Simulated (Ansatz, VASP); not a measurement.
# One calculation of C, two programs

```
C
1.0
     0.00000    1.66856    1.88247
     1.66856    0.00000    1.88247
     1.66856    1.66856    0.00000
C
2
Direct
  0.50000 0.50000 0.50000
  0.75000 0.75000 0.75000
```

Alike in both runs: task single point; functional LDA; k mesh 12 × 12 × 12; occupations gaussian, width 0.05 eV; no spin polarisation.

|  | VASP | Ansatz |
| --- | --- | --- |
| version | VASP 6.6.1 | Ansatz 0.2.0 |
| potentials or method | VASP PAW LDA potentials, release 64 (C) | scalar-relativistic, plane waves, PAW |
| plane-wave cutoff (eV) | 520 | 520 |
| valence electrons in the cell | 8 | 8 |

|  | VASP | Ansatz | Ansatz less VASP |
| --- | --- | --- | --- |
| gap on the k mesh at the Fermi level (eV) | 2.74 | 2.75 | +0.013 |
| least direct gap on the mesh (eV) | 4.68 | 4.67 | -0.003 |
| pressure (GPa) | 27.3 | 25.4 | -1.94 |
| largest component of the traceless stress (GPa) | 90.43 | 90.59 | +0.155 |

Ansatz warned: «pseudo_functional_mismatch».

Caveats: so large a pressure means that the cell lies far from this level's equilibrium, or that cutoff or potentials fall short (VASP).
